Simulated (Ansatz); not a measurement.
# PbF2, one structure, two calculations

Cell: a Materials Project structure (computed, not necessarily an observed phase), atoms as given.

Space group Pnma (No. 62); a = 6.4081, b = 3.8796, c = 7.6638 Å.

| site | Wyckoff | site symmetry | x | y | z |
| --- | --- | --- | --- | --- | --- |
| Pb | 4c | .m. | 0.2551 | 0.2500 | 0.8941 |
| F5 | 4c | .m. | 0.4741 | 0.2500 | 0.1535 |
| F9 | 4c | .m. | 0.6408 | 0.7500 | 0.4349 |

One atom of each set is listed.

First run. All values are calculated (Ansatz; DFT, PBE, plane waves and PAW, scalar-relativistic, 420 eV cutoff, Γ-centred 4×6×3 k-points, Fermi–Dirac smearing 0.02 eV), not measured.

```json
{"site": "Pb", "V_zz (10²¹ V/m²)": "-3.65", "η": "0.60"}
{"site": "F5", "V_zz (10²¹ V/m²)": "1.20", "η": "0.85"}
{"site": "F9", "V_zz (10²¹ V/m²)": "-2.03", "η": "0.40"}
```

Second run. The same atoms and settings, except that the functional is r2SCAN and the cutoff is 500 eV.

(1) Given the first result, estimate the second.

## Answers

(1) 

```tsv
site	V_zz	η	change of V_zz
Pb	-3.92	0.57	-0.27
F5	1.17	0.72	-0.03
F9	-1.97	0.34	+0.06
```

The largest change of V_zz is on Pb, from -3.65 to -3.92. In per cent, |V_zz| changes by +7 on Pb, -3 on F (all sites that start above 0.5).

Spin–orbit coupling is left out, which shifts gradients on Pb by a few per cent, and by more where contributions nearly cancel.
